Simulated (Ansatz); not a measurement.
Results of r²SCAN in Ansatz (PAW) for cubic perovskite LaAlO3 (cubic high-temperature phase).

Settings: plane-wave cutoff 600 eV, 6×6×6 k mesh, scalar-relativistic PAW data made under PBE.

Computed at the level's own relaxed cell.

Elastic tensor (GPa, Voigt notation, ions relaxed):

```
  362.0   137.0   137.0     0.0     0.0     0.0
  137.0   362.0   137.0     0.0     0.0     0.0
  137.0   137.0   362.0     0.0     0.0     0.0
    0.0     0.0     0.0   169.5     0.0     0.0
    0.0     0.0     0.0     0.0   169.5     0.0
    0.0     0.0     0.0     0.0     0.0   169.5
```

Worked from these constants: the tetragonal shear constant is C′ = (C11 − C12)/2 = 112.5 GPa against C44 = 169.5 GPa, so the tetragonal shear is the softer. The Zener ratio C44/C′ is 1.51 (1 for an isotropic solid), and the Cauchy pressure C12 − C44 is -32.5 GPa. With C11 + 2C12 = 636.0 GPa all three Born conditions hold; they don't test modes at the zone boundary.

Note: the relaxation could not lower the start's symmetry, so the cell can be a saddle point above a distorted one.

The computed numbers hold no vibrational or temperature effects.

Ansatz is an electronic-structure program.
